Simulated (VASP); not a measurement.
Wanted: the native input for a VASP 6.6.1 run.

- Task: single point
- Functional: PBEsol
- Potentials or basis: VASP PAW PBE potentials, release 64 (Al, Ti_sv)
- Cutoff: 520 eV
- k mesh: 9 × 9 × 6
- Occupations: gaussian, width 0.1 eV
- Spin: no spin polarisation
- Dipole correction: no
- Further INCAR settings: ALGO = Fast; EDIFF = 1e-07; NBANDS = 36

The structure of Ti2Al lies in POSCAR:

```
Ti2Al
1.0
    4.4917361665      0.0000000000      0.0000000000
   -2.2458680833      3.8899576272      0.0000000000
    0.0000000000      0.0000000000      5.5586435461
Al Ti
2 4
Direct
    0.0000000000      0.0000000000     -0.0002458863
    0.3333333333      0.6666666667      0.1669125530
    0.6666666667      0.3333333333      0.3496261464
    1.0000000000      0.0000000000      0.5095142573
    0.6666666667      0.3333333333      0.8170405203
    0.3333333333      0.6666666667      0.6571524093
```

The cell comes from a database or a generator and needn't be the stable form of this composition.

The input as run:

INCAR

```
SYSTEM = Ti2Al
PREC     = Accurate       ! precision mode
ENCUT    = 520            ! plane-wave cutoff, eV
EDIFF    = 1E-7           ! SCF threshold, eV
ISMEAR   = 0              ! smearing method
SIGMA    = 0.1            ! smearing width, eV
LREAL    = .FALSE.        ! projectors in reciprocal space
LASPH    = .TRUE.         ! aspherical terms in the spheres
NELM     = 100            ! most SCF steps
ALGO     = Fast           ! electronic algorithm
ISIF     = 2              ! what is computed and relaxed
LWAVE    = .FALSE.        ! write WAVECAR
LCHARG   = .FALSE.        ! write CHGCAR
GGA      = PS             ! functional
NBANDS   = 36             ! bands
```

KPOINTS

```
regular mesh
0
G
  9 9 6
  0 0 0
```

Potentials or basis: VASP PAW PBE potentials, release 64 (Al, Ti_sv).

The run is started by

```console
$ cat potpaw_PBE.64/Al/POTCAR potpaw_PBE.64/Ti_sv/POTCAR > POTCAR
$ mpirun -np 1 vasp_std > vasp.out
```

Results of the run:

```yaml
Pressure: 0.0 GPa
Largest_force: 0.007 eV/Å
Band_gap_on_the_k_mesh: none (metal or under the smearing width)
```

Caveat: the PAW data sets were made with another functional, which shifts forces and pressure a little.

Wall time 9.2 min on 1 thread of Intel(R) Xeon(R) Platinum 8488C (Sapphire Rapids), with other jobs on the host, peak memory 0.33 GiB.
